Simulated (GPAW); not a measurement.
**Fitting the PBEsol+D3(BJ) energy curve of GaSb**

```
Sb Ga
1.0
     4.32608    0.00000    0.00000
     2.16304    3.74649    0.00000
     2.16304    1.24883    3.53223
Sb Ga
1 1
Direct
  0.75000 0.75000 0.75000
  0.00000 0.00000 0.00000
```

The cell was scaled at fixed shape and fractions and run with GPAW, PAW data sets generated for this functional, cutoff 600 eV; PBEsol+D3(BJ), k mesh 6 × 6 × 6 on the cell of 2 atoms, fermi-dirac occupations of 0.05 eV, no spin polarisation, no spin-orbit coupling. Energies are those that the program minimises, any entropy of the smearing included. For a metal such a mesh isn't converged to the digits shown.

| V (Å³/atom) | energy over the lowest row (meV/atom) |
| --- | --- |
| 26.9071 | 3.25 |
| 27.4796 | 0.00 |
| 28.0520 | 1.12 |
| 28.6245 | 6.00 |
| 29.1970 | ? |
| 29.7695 | 25.28 |
| 30.3420 | 39.21 |

Question: Fit the third-order Birch-Murnaghan form, give V0, B0 and B′, and predict the energy left open.

Answer: With y = (V0/V)^(2/3), E = E0 + (9 V0 B0/16) [(y - 1)³ B′ + (y - 1)² (6 - 4y)]. Least squares through the rows shown give V0 = 27.6133 Å³/atom, E0 = -0.06 meV, B0 = 55.65 GPa (1 eV/Å³ = 160.218 GPa) and B′ = 4.62, with a largest miss of 0.06 meV. At V = 29.1970 the form with these constants gives 14.15 meV; the run gave 14.13 meV an atom.
